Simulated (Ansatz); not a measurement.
# SnTe: stress in a strained cell

SnTe is deformed so: equal xy, yz and zx engineering shear strains of +1 %. What stress and forces result, by LAPW, PAW and all-electron datasets made for the crystal?

Method: DFT PBE, scalar-relativistic, in Ansatz 0.2.0.

### 1 Starting point

Symmetry: Fm-3m, No. 225, cubic system. Conventional cell: a = 6.313 Å, b = 6.313 Å, c = 6.313 Å, α = 90.00°, β = 90.00°, γ = 90.00°. Sn (site symmetry m-3m) has 6 Te at 3.16 Å as nearest neighbours. Te (site symmetry m-3m) has 6 Sn at 3.16 Å as nearest neighbours.

As a file:

```cif
data_structure
_symmetry_space_group_name_H-M 'Fm-3m'
_symmetry_Int_Tables_number 225
_cell_length_a 6.3130
_cell_length_b 6.3130
_cell_length_c 6.3130
_cell_angle_alpha 90.000
_cell_angle_beta 90.000
_cell_angle_gamma 90.000
_cell_volume 251.60
loop_
_atom_site_label
_atom_site_type_symbol
_atom_site_symmetry_multiplicity
_atom_site_Wyckoff_symbol
_atom_site_fract_x
_atom_site_fract_y
_atom_site_fract_z
_atom_site_occupancy
Sn1 Sn 4 a 0.00000 0.00000 0.00000 1
Te1 Te 4 b 0.50000 0.00000 0.00000 1
```

The file gives the conventional cell by its symmetry; the runs use the cell typed in the input.

Atoms are numbered in the order of the input: Sn1, Te2.

### 2 After the deformation

Space group Fm-3m before, R-3m after.

### 3 Full-potential LAPW

File input.yaml:

```yaml
crystal:
  lattice:
    - [0.031565, 3.1722825, 3.1722825]
    - [3.1722825, 0.031565, 3.1722825]
    - [3.1722825, 3.1722825, 0.031565]
  atoms:
    - { symbol: Sn, position: [0.0, 0.0, 0.0] }
    - { symbol: Te, position: [0.5, 0.5, 0.5] }
kpoints:
  mp_grid: { grid: [11, 11, 11] }
  band_path:
    path:
      - [0.0, 0.0, 0.0]
      - [0.5, 0.5, 0.5]
      - [0.247543133, 0.5, 0.752456867]
      - [-0.247543133, 0.247543133, 0.5]
      - [0.0, 0.0, 0.5]
      - [0.0, 0.0, 0.0]
      - [-0.3737715665, 0.0, 0.3737715665]
      - [0.0, 0.3737715665, 0.6262284335]
      - [0.0, 0.5, 0.5]
    npoints: 5
scf:
  occupations: { method: fermi_dirac, width: 0.08 }
hamiltonian:
  xc: pbe
  pseudopotentials: { kind: all_electron, lapw: { basis_error: 0.00025 } }
output:
  forces: true
  stress: true
  eigenvalues: true
```

Started as:

```sh
> ansatz run input.yaml --threads 1 --pin off --max-ram 3072MiB --backend cpu --events-out ev --progress --plain --runs-dir out
```

### 4 PAW on the default files

File input.yaml:

```yaml
crystal:
  lattice:
    - [0.031565, 3.1722825, 3.1722825]
    - [3.1722825, 0.031565, 3.1722825]
    - [3.1722825, 3.1722825, 0.031565]
  atoms:
    - { symbol: Sn, position: [0.0, 0.0, 0.0] }
    - { symbol: Te, position: [0.5, 0.5, 0.5] }
kpoints:
  mp_grid: { grid: [11, 11, 11] }
scf:
  occupations: { method: fermi_dirac, width: 0.08 }
hamiltonian:
  xc: pbe
  pseudopotentials: { kind: paw }
output:
  forces: true
  stress: true
  eigenvalues: true
  efg: { contact_densities: true }
```

### 5 Datasets made for this crystal

Changes to input.yaml since step 4:

```diff
@@ -14,3 +14,3 @@
   xc: pbe
-  pseudopotentials: { kind: paw }
+  pseudopotentials: { kind: all_electron, datasets: crystal }
 output:
```

(Steps that only read results are left out.)

What does the calculation give? Wanted: pressure; largest shear or deviatoric stress.

**Answer**, as computed:

| quantity | value |
| --- | --- |
| pressure | LAPW 2.03, PAW 2.03, crystal datasets 2.03 GPa |
| largest shear or deviatoric stress (LAPW) | 0.16 GPa |

**Reading.** The largest part of the stress beyond the pressure is 0.16 GPa in size; the atoms are carried along and not relaxed. No run of the undeformed cell stands beside it, so the pressure holds what the given cell had before the change. PAW: stress within 0.01 GPa of LAPW. Crystal datasets: stress within 0.01 GPa of LAPW. Spin-orbit coupling is left out, though the cell holds Te; in elements this heavy it can shift bands and gaps by tenths of an eV.
